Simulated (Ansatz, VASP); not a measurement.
## One calculation of HgTe, two programs

Contents of INCAR:

```
SYSTEM = HgTe
PREC = Accurate
ENCUT = 520
EDIFF = 1E-6
ISMEAR = 0
SIGMA = 0.15
LREAL = .FALSE.
LASPH = .TRUE.
NELM = 100
ALGO = Fast
ISIF = 2
LWAVE = .FALSE.
LCHARG = .FALSE.
GGA = PE
NBANDS = 16
```

The input KPOINTS:

```
Automatic mesh
0
G
  14 14 14
  0 0 0
```

POSCAR

```
HgTe
1.0
    0.0000000000      3.0771170000      3.0771170000
    3.0771170000      0.0000000000      3.0771170000
    3.0771170000      3.0771170000      0.0000000000
Hg Te
1 1
Direct
    0.0000000000      0.0000000000      0.0000000000
    0.5081244880      0.4918755120      0.4918755120
```

Input for Ansatz:

```yaml
crystal:
  lattice:
    - [0.0, 3.077117, 3.077117]
    - [3.077117, 0.0, 3.077117]
    - [3.077117, 3.077117, 0.0]
  atoms:
    - { symbol: Hg, position: [0.0, 0.0, 0.0] }
    - { symbol: Te, position: [0.508124488, 0.491875512, 0.491875512] }
basis:
  ecutwfc: 420
kpoints:
  mp_grid: { grid: [14, 14, 14] }
hamiltonian:
  xc: pbe
scf:
  occupations: { method: gaussian, width: 0.15 }
output:
  forces: true
  stress: true
  eigenvalues: true
```

Change from the starting cell: all Te atoms moved -0.050 Å, as atom 2 along Cartesian [1 0 0].

Alike in both runs: task single point; functional PBE; k mesh 14 × 14 × 14; occupations gaussian, width 0.15 eV; no spin polarisation.

|  | VASP | Ansatz |
| --- | --- | --- |
| version | VASP 6.6.1 | Ansatz 0.2.0 |
| potentials or method | VASP PAW PBE potentials, release 64 (Hg, Te) | scalar-relativistic, plane waves, PAW |
| plane-wave cutoff (eV) | 520 | 420 |
| valence electrons in the cell | 18 | 36 |

```tsv
	VASP	Ansatz	Ansatz less VASP
gap on the k mesh at the Fermi level (eV)	none	none	-
pressure (GPa)	-0.1	-0.2	-0.10
largest component of the traceless stress (GPa)	0.09	0.09	-0.001
rms of the force components (eV/Å)	0.047	0.046	-0.0006
```

Atom by atom the forces differ by 0.001 eV/Å (rms over components). A gap of «none» marks a metal or a gap that the smearing closes. The functional is the same, so the differences come from potentials, cutoffs and numerics. The two sets of potentials don't hold the same shells in valence.

Spin-orbit coupling is left out, which matters for the levels of Hg, Te.
